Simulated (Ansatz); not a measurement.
**GaN at a changed volume — ⁶⁹Ga nuclear quadrupole resonance**

Cell: a structure deposited in the COD, relaxed with PBE at fixed cell and then changed (volume scaled by 1.06, ions relaxed).

```yaml
crystal:
  lattice:
    - [3.24237, 0.00000, 0.00000]
    - [-1.62118, 2.80797, 0.00000]
    - [0.00000, 0.00000, 5.26732]
  atoms:
    - { symbol: Ga, position: [0.33333, 0.66667, 0.00394] }
    - { symbol: Ga, position: [0.66667, 0.33333, 0.50394] }
    - { symbol: N, position: [0.33333, 0.66667, 0.38106] }
    - { symbol: N, position: [0.66667, 0.33333, 0.88106] }
```

Atom numbers follow the list; atoms alike are taken as one site, whose name carries the number of the first.

Computed with Ansatz: DFT, PBE, plane waves and PAW, scalar-relativistic, 420 eV cutoff, Γ-centred 11×11×6 k-points, Fermi–Dirac smearing 0.02 eV.

⁶⁹Ga: I = 3/2, Q = 171.0 mb (year-2017 value). Static lattice, zero field.

Question: Predict the zero-field ⁶⁹Ga lines of each site.

Answer: For I = 3/2 there is one line, ν = (|C_Q|/2)(1 + η²/3)^½.

```csv
site,atoms,V_zz (10²¹ V/m²),C_Q (MHz),η,line frequencies (MHz)
Ga,"1, 2",0.41,1.70,0.00,0.850
```

Question: And for ⁷¹Ga (I = 3/2, Q = 107.0 mb) on Ga?

Answer: C_Q scales with Q to 1.06 MHz, with lines at 0.532 MHz.

An axis of threefold or higher order runs through Ga, so V_zz lies along it and η is zero.

The relaxation (2 steps) took 11 s of wall time (10 s of CPU time) and 0.47 GiB at its peak, on 1 thread of Intel Xeon Platinum 8488C (Sapphire Rapids) (x86_64; 16 cores open to the job, memory cap 3.0 GiB, no GPU), a shared host with a load of 0.3 a core.
